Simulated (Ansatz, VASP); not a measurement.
# MgS in VASP and in Ansatz

File INCAR:

```
SYSTEM = MgS
PREC     = Accurate       ! precision mode
ENCUT    = 520            ! plane-wave cutoff, eV
EDIFF    = 1E-7           ! SCF threshold, eV
ISMEAR   = 0              ! smearing method
SIGMA    = 0.05           ! smearing width, eV
LREAL    = .False.        ! projectors in reciprocal space
LASPH    = .True.         ! aspherical terms in the spheres
NELM     = 100            ! most SCF steps
ALGO     = Normal         ! electronic algorithm
ISIF     = 2              ! what is computed and relaxed
LWAVE    = .False.        ! write WAVECAR
LCHARG   = .False.        ! write CHGCAR
GGA      = PS             ! functional
NBANDS   = 11             ! bands
```

Contents of KPOINTS:

```
regular mesh
0
Gamma
  8 8 8
  0 0 0
```

The input POSCAR:

```
MgS
1.0
    0.0000000000      2.6016500000      2.6016500000
    2.6016500000      0.0000000000      2.6016500000
    2.6016500000      2.6016500000      0.0000000000
Mg S
1 1
Direct
    0.0000000000      0.0000000000      0.0000000000
    0.5192185728      0.5192185728      0.4807814272
```

Input for Ansatz:

```yaml
crystal:
  lattice:
    - [0.0, 2.60165, 2.60165]
    - [2.60165, 0.0, 2.60165]
    - [2.60165, 2.60165, 0.0]
  atoms:
    - { symbol: Mg, position: [0.0, 0.0, 0.0] }
    - { symbol: S, position: [0.5192185728, 0.5192185728, 0.4807814272] }
basis:
  ecutwfc: 420
kpoints:
  mp_grid: { grid: [8, 8, 8] }
hamiltonian:
  xc: pbesol
scf:
  occupations: { method: gaussian, width: 0.05 }
output:
  forces: true
  stress: true
  eigenvalues: true
  write_density: true
  write_potential: true
  elf: true
  volumetric_format: npy
```

Change from the starting cell: all S atoms moved -0.100 Å, as atom 2 towards its neighbour atom 1 (Mg) at 2.602 Å.

Alike in both runs: task single point; functional PBEsol; k mesh 8 × 8 × 8; occupations gaussian, width 0.05 eV; no spin polarisation.

|  | VASP | Ansatz |
| --- | --- | --- |
| version | VASP 6.6.1 | Ansatz 0.2.0 |
| potentials or method | VASP PAW PBE potentials, release 64 (Mg, S) | scalar-relativistic, plane waves, PAW |
| plane-wave cutoff (eV) | 520 | 420 |
| valence electrons in the cell | 8 | 16 |

Ansatz gave:

```
gap on the k mesh at the Fermi level (eV)       : 2.70
least direct gap on the mesh (eV)               : 3.59
pressure (GPa)                                  : -0.6
largest component of the traceless stress (GPa) : 0.82
rms of the force components (eV/Å)              : 0.171
```

Problem. What did VASP give for the same quantities?

Solution. gap on the k mesh at the Fermi level (eV): 2.71; least direct gap on the mesh (eV): 3.59; pressure (GPa): -0.8; largest component of the traceless stress (GPa): 0.82; rms of the force components (eV/Å): 0.171.

Atom by atom the forces differ by 0.000 eV/Å (rms over components). With one functional, cell and mesh, what is left measures potentials, basis and numerics. The two sets of potentials don't hold the same shells in valence.

Caveats: the PAW data sets were made with another functional, which shifts forces and pressure a little (VASP). A k mesh can miss the band edges.
